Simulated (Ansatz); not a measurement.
# Sn: the cost of one run

Method: DFT PBE, scalar-relativistic, plane waves, PAW, in Ansatz 0.2.0.

## (1) The structure to begin with

Symmetry: I4/mmm, No. 139, tetragonal system. Conventional cell: a = 3.182 Å, b = 3.182 Å, c = 5.831 Å, α = 90.00°, β = 90.00°, γ = 90.00°. Around Sn (site symmetry 4/mmm) lie 4 Sn at 3.18 Å.

Coordinates:

```
CELL_PARAMETERS angstrom
-1.59075 1.59075 2.91565
1.59075 -1.59075 2.91565
1.59075 1.59075 -2.91565
ATOMIC_POSITIONS crystal
Sn 0.00000 0.00000 0.00000
```

The structure comes from the Crystallography Open Database.

(A quick probe on a coarse mesh, which set the mesh and smearing, is not shown.)

## (3) Full relaxation

input.yaml

```yaml
crystal:
  lattice:
    - [-1.59075, 1.59075, 2.91565]
    - [1.59075, -1.59075, 2.91565]
    - [1.59075, 1.59075, -2.91565]
  atoms:
    - { symbol: Sn, position: [0.0, 0.0, 0.0] }
basis:
  ecutwfc: 420
kpoints:
  mp_grid: { grid: [18, 18, 18] }
hamiltonian:
  xc: pbe
scf:
  occupations: { method: gaussian, width: 0.1 }
output:
  forces: true
  stress: true
  eigenvalues: true
  write_density: true
  write_potential: true
  elf: true
  volumetric_format: npy
relax:
  adjacent_minimum: "off"
  f_tol: 0.005
  max_steps: 80
  cell: { stress_tol: 0.05 }
```

Command:

```console
> ansatz run input.yaml --threads 1 --pin off --max-ram 3072MiB --backend cpu --events-out ev --progress --plain --runs-dir out
```

Q: Estimate wall time and peak memory on 1 thread of Intel Xeon Platinum 8175M at 2.50GHz (Skylake/Cascade Lake), shared host.

About 2.5 min, with a peak of 0.53 GiB.
